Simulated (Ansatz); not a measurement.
**MoS2: a single-point run**

The task is a single-point run on MoS2. The structure is shown as the input types it.

The COD entry's cell or inner coordinates are ideal or old and differ from later refinements, so a difference from it is no clean test against experiment.

Method: DFT, PBE, all-electron LAPW, scalar-relativistic, in Ansatz 0.2.0.

### Step 1. The system as given

Symmetry: R-3m, No. 166, trigonal system. Conventional cell: a = 2.220 Å, b = 2.220 Å, c = 12.841 Å, α = 90.00°, β = 90.00°, γ = 120.00°. Around Mo (site symmetry -3m) lie 6 S at 1.67 Å. Around S (site symmetry 3m) lie 3 Mo at 1.67 Å.

As a file:

```
CELL_PARAMETERS angstrom
1.10985 0.64077 4.28050
-1.10985 0.64077 4.28050
0.00000 -1.28154 4.28050
ATOMIC_POSITIONS crystal
Mo 0.00000 0.00000 0.00000
S 0.75000 0.75000 0.75000
S 0.25000 0.25000 0.25000
```

### Step 2. The run

input.yaml

```yaml
crystal:
  lattice:
    - [1.10985052, 0.6407725, 4.2805]
    - [-1.10985052, 0.6407725, 4.2805]
    - [0.0, -1.281545, 4.2805]
  atoms:
    - { symbol: Mo, position: [0.0, 0.0, 0.0] }
    - { symbol: S, position: [0.75, 0.75, 0.75] }
    - { symbol: S, position: [0.25, 0.25, 0.25] }
kpoints:
  mp_grid: { grid: [15, 15, 15] }
  band_path:
    path:
      - [0.0, 0.0, 0.0]
      - [0.5, 0.5, 0.5]
      - [0.8183941291, 0.1816058709, 0.5]
      - [0.5, -0.1816058709, 0.1816058709]
      - [0.5, 0.0, 0.0]
      - [0.0, 0.0, 0.0]
      - [0.3408029355, -0.3408029355, 0.0]
      - [0.6591970645, 0.0, 0.3408029355]
      - [0.5, 0.0, 0.5]
    npoints: 14
scf:
  occupations: { method: fermi_dirac, width: 0.05 }
  max_iter: 50
hamiltonian:
  xc: pbe
  pseudopotentials: { kind: all_electron, lapw: { basis_error: 0.001 } }
output:
  forces: true
  stress: true
  eigenvalues: true
  populations: true
```

The run is started by

```console
> ansatz run input.yaml --threads 1 --pin off --max-ram 4096MiB --backend cpu --events-out ev --progress --plain --runs-dir out
```

What happens when this is run?

This run ends as converged. It gives a pressure of 1359 GPa and a largest force of 66.1 eV/Å, which is large; a structure far from rest gives such values too, whatever the setting.

All distances are much too short, so cores begin to overlap. The shortest distance in the input is 1.67 Å, between atoms 1 (Mo) and 2 (S).

Remedy: use the intended lattice or bond lengths.
